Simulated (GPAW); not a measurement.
A run of GPAW 26.7.0 is set up as follows.

File run.py:

```python
import numpy as np
from ase.dft.bandgap import bandgap
from ase.io import write
from ase.spacegroup import crystal
from gpaw import GPAW, PW
from gpaw.response import ResponseContext, ResponseGroundStateAdapter
from gpaw.response.chiks import ChiKSCalculator
from gpaw.response.heisenberg import calculate_fm_magnon_energies
from gpaw.response.localft import LocalFTCalculator
from gpaw.response.mft import IsotropicExchangeCalculator
from gpaw.response.site_kernels import SphericalSiteKernels

# Co 2c
atoms = crystal(['Co'],
                basis=[[0.6666666667, 0.3333333333, 0.75]],
                spacegroup=194, setting=1,  # P6_3/mmc
                cellpar=[2.4719999, 2.4719999, 4.02114408, 90.0, 90.0, 120.0],
                primitive_cell=True)
atoms.set_initial_magnetic_moments([3.0, 3.0])

calc = GPAW(mode=PW(500),
            xc='LDA',
            kpts={'size': (10, 10, 6), 'gamma': True},
            occupations={'name': 'fermi-dirac', 'width': 0.05},
            nbands=21,
            convergence={'density': 0.0001},
            maxiter=150,
            txt='gpaw.txt')
atoms.calc = calc
energy = atoms.get_potential_energy()
calc.write('gs.gpw')
write('result.traj', atoms)
print(f'Energy: {energy:.6f} eV')
print('Moments:', calc.get_magnetic_moments().round(3))
print('Fermi level:', round(calc.get_fermi_level(), 4), 'eV')
print(f'Gap: {bandgap(calc)[0]:.4f} eV, direct: {bandgap(calc, direct=True)[0]:.4f} eV')

dense = calc.fixed_density(kpts={'size': (10, 10, 6), 'gamma': True},
                           nbands=33, convergence={'bands': 27, 'eigenstates': 1e-12},
                           update_fermi_level=True, maxiter=300, txt='dense.txt')
dense.write('dense.gpw', mode='all')

sites = [0, 1]
moments = calc.get_magnetic_moments()[sites]
q_qc = np.array([[0.0, 0.0, 0.0], [0.1, 0.0, 0.0], [0.2, 0.0, 0.0], [0.3, 0.0, 0.0], [0.1, 0.1, 0.0], [0.2, 0.2, 0.0], [0.3, 0.3, 0.0], [0.1, 0.1, 0.1666666667], [0.2, 0.2, 0.3333333333], [0.3, 0.3, 0.5]])
gs = ResponseGroundStateAdapter.from_gpw_file('dense.gpw')
context = ResponseContext(txt='mft.txt')
chiks = ChiKSCalculator(gs, context, ecut=250, nbands=27, gammacentered=True)
exchange = IsotropicExchangeCalculator(chiks, LocalFTCalculator.from_rshe_parameters(gs, context))
kernels = SphericalSiteKernels(atoms.positions[sites], [[1.11] * len(sites)])
J_qab = np.array([exchange(q_c, kernels)[..., 0] for q_c in q_qc])
E_qn = calculate_fm_magnon_energies(J_qab, q_qc, moments)
np.savetxt('exchange.dat', np.c_[q_qc, 1000 * J_qab.real.reshape((len(q_qc), -1))], fmt='%.4f')
np.savetxt('magnons.dat', np.c_[q_qc, 1000 * E_qn.real], fmt='%.4f')
for q_c, E_n in zip(q_qc, E_qn):
    print(q_c.round(4), 'magnon energies (meV):', (1000 * E_n.real).round(2))
```

Potentials or basis: the program's PAW data sets (release 1.2.1) made for this functional, pw.

Run with:

```console
$ OMP_NUM_THREADS=1 python run.py
```

(1) What does it give for the net moment?

(2) Estimate the site moments.

## Answers

(1) 3.21 μB per cell.

(2) Co +1.64 μB.

Caveat: the number of bands moves the energies at small q by some ten meV; the exchange constants hang on this mesh and on the site radius; magnon energies are noisy on this mesh.
